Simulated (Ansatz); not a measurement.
Crystal: Bi.

```
CELL_PARAMETERS angstrom
-1.98143 1.98143 1.98143
1.98143 -1.98143 1.98143
1.98143 1.98143 -1.98143
ATOMIC_POSITIONS crystal
Bi 0.00000 0.00000 0.00000
```

This isn't the form of Bi at room conditions, which is rhombohedral.

```yaml
Program: Ansatz 0.2.0
Task: relaxation of cell and atoms
Functional: PBEsol
Dispersion: D3(BJ)
Potentials_or_basis: all-electron LAPW, scalar-relativistic
Basis_error_allowed: 0.001 eV/atom
k_mesh: 9 × 9 × 9
Occupations: fermi-dirac, width 0.05 eV
Spin: no spin polarisation
```

At the start: volume 31.12 Å³/atom.

Where does the relaxation end?

Over 5 steps the energy falls by 41.4 meV/atom and the volume is 28.53 Å³/atom (-8.3 %); space group Im-3m (No. 229, to 0.05 Å).

The path:
```
step  energy change (eV)  largest force (eV/Å)  volume (Å³)
   1              0.0000                0.0000        31.12
   2             -0.0381                0.0000        27.87
   3             -0.0413                0.0000        28.61
   4             -0.0414                0.0000        28.53
   5             -0.0414                0.0000        28.53
```

Final structure:
```xyz
1
Lattice="-1.9250 1.9250 1.9250 1.9250 -1.9250 1.9250 1.9250 1.9250 -1.9250" Properties=species:S:1:pos:R:3 pbc="T T T"
Bi    0.0000    0.0000    0.0000
```
